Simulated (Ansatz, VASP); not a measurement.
**Be4Te: VASP beside Ansatz**

File INCAR:

```
  ALGO = Fast
  EDIFF = 1E-6
  EDIFFG = -0.04
  ENCUT = 600
  GGA = PE
  IBRION = 2
  ISIF = 3
  ISMEAR = 0
  LASPH = T
  LCHARG = F
  LREAL = F
  LWAVE = F
  NELM = 100
  NSW = 90
  PREC = Accurate
  SIGMA = 0.1
```

Contents of KPOINTS:

```
k-points
0
Gamma
  6 6 6
```

Contents of POSCAR:

```
Be4Te
1.0
   -2.5558733900      2.5558733900      2.5558733900
    2.5558733900     -2.5558733900      2.5558733900
    2.5558733900      2.5558733900     -2.5558733900
Be Te
4 1
Direct
    0.5535226300      0.5535226300      0.5535226300
    0.0000000000      0.0000000000      0.4464773700
    0.0000000000      0.4464773700      0.0000000000
    0.4464773700      0.0000000000      0.0000000000
    0.0000000000      0.0000000000      0.0000000000
```

Input for Ansatz:

```yaml
crystal:
  lattice:
    - [-2.55587339, 2.55587339, 2.55587339]
    - [2.55587339, -2.55587339, 2.55587339]
    - [2.55587339, 2.55587339, -2.55587339]
  atoms:
    - { symbol: Be, position: [0.55352263, 0.55352263, 0.55352263] }
    - { symbol: Be, position: [0.0, 0.0, 0.44647737] }
    - { symbol: Be, position: [0.0, 0.44647737, 0.0] }
    - { symbol: Be, position: [0.44647737, 0.0, 0.0] }
    - { symbol: Te, position: [0.0, 0.0, 0.0] }
basis:
  ecutwfc: 420
kpoints:
  mp_grid: { grid: [6, 6, 6] }
hamiltonian:
  xc: pbe
scf:
  occupations: { method: gaussian, width: 0.1 }
  lower_state_search: "off"
output:
  forces: true
  stress: true
  eigenvalues: true
relax:
  adjacent_minimum: "off"
  f_tol: 0.04
  max_steps: 70
  cell: { stress_tol: 0.4 }
```

Alike in both runs: task relaxation of cell and atoms; functional PBE; k mesh 6 × 6 × 6; occupations gaussian, width 0.1 eV; no spin polarisation.

|  | VASP | Ansatz |
| --- | --- | --- |
| version | VASP 6.6.1 | Ansatz 0.2.0 |
| potentials or method | VASP PAW PBE potentials, release 64 (Be, Te) | scalar-relativistic, plane waves, PAW |
| plane-wave cutoff (eV) | 600 | 420 |
| valence electrons in the cell | 14 | 24 |

VASP gave:

```
gap on the k mesh at the Fermi level, each at its own relaxed structure (eV) : none
relaxed volume (Å³/atom)                                                     : 17.06
relaxed cell length with the largest relative difference (Å)                 : 4.803
energy change over the relaxation (meV/atom)                                 : -749
```

Question: Which values does Ansatz return?

Answer: gap on the k mesh at the Fermi level, each at its own relaxed structure (eV): none; relaxed volume (Å³/atom): 17.06; relaxed cell length with the largest relative difference (Å): 4.803; energy change over the relaxation (meV/atom): -735.

A gap of «none» marks a metal or a gap that the smearing closes. The two sets of potentials don't hold the same shells in valence.

Caveats: the volume moved by over 15 % at a fixed basis, so the end points are rough (VASP). The runs have no spin-orbit coupling, so splittings on Te are missing.
